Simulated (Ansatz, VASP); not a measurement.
**CuI: VASP beside Ansatz**

Contents of INCAR:

```
PREC = Accurate
ENCUT = 520
EDIFF = 1E-7
ISMEAR = -1
SIGMA = 0.05
LREAL = F
LASPH = T
NELM = 100
ALGO = Normal
ISIF = 2
LWAVE = F
LCHARG = F
GGA = PS
NBANDS = 26
```

File KPOINTS:

```
regular mesh
0
Gamma
  7 7 4
```

The input POSCAR:

```
CuI
1.0
    4.0901961900      0.0000000000      0.0000000000
    0.0000000000      4.0901961900      0.0000000000
    0.0000000000      0.0000000000      6.5514580400
I Cu
2 2
Direct
    0.0000000000      0.5000000000      0.7430343600
    0.5000000000      0.0000000000      0.2569656400
    0.0000000000      0.0000000000      0.0000000000
    0.5000000000      0.5000000000      0.0000000000
```

The input input.yaml:

```yaml
crystal:
  lattice:
    - [4.09019619, 0.0, 0.0]
    - [0.0, 4.09019619, 0.0]
    - [0.0, 0.0, 6.55145804]
  atoms:
    - { symbol: I, position: [0.0, 0.5, 0.74303436] }
    - { symbol: I, position: [0.5, 0.0, 0.25696564] }
    - { symbol: Cu, position: [0.0, 0.0, 0.0] }
    - { symbol: Cu, position: [0.5, 0.5, 0.0] }
hamiltonian:
  xc: pbesol
  pseudopotentials: { kind: paw }
kpoints:
  mp_grid: { grid: [7, 7, 4] }
scf:
  occupations: { method: fermi_dirac, width: 0.05 }
output:
  forces: true
  stress: true
  eigenvalues: true
```

Measurements of this composition are mostly on another form, of space group No. 216.

Alike in both runs: task single point; functional PBEsol; k mesh 7 × 7 × 4; occupations fermi-dirac, width 0.05 eV; no spin polarisation.

|  | VASP | Ansatz |
| --- | --- | --- |
| version | VASP 6.6.1 | Ansatz 0.2.0 |
| potentials or method | VASP PAW PBE potentials, release 64 (I, Cu) | Ansatz PAW |
| plane-wave cutoff (eV) | 520 | 420 |
| valence electrons in the cell | 36 | 72 |

```tsv
	VASP	Ansatz	Ansatz less VASP
gap on the k mesh at the Fermi level (eV)	1.50	1.49	-0.011
least direct gap on the mesh (eV)	1.50	1.49	-0.011
pressure (GPa)	-1.6	-1.7	-0.10
largest component of the traceless stress (GPa)	0.26	0.28	+0.014
rms of the force components (eV/Å)	0.087	0.096	+0.0082
```

Atom by atom the forces differ by 0.008 eV/Å (rms over components). The two sets of potentials don't hold the same shells in valence.

Caveats: spin-orbit coupling is left out, which moves the levels of the heavy elements; this functional lacks dispersion, which binds the layers, so the pressure and a relaxed spacing across them are unreliable; the PAW data sets were made with another functional, which shifts forces and pressure a little (VASP); odd divisions of the mesh miss points on the zone boundary, where band edges often lie, so the gap on the mesh can be too wide (Ansatz); the PAW data sets come from PBE, with cores solved anew for the run's functional, which leaves a small shift of forces and pressure (Ansatz).
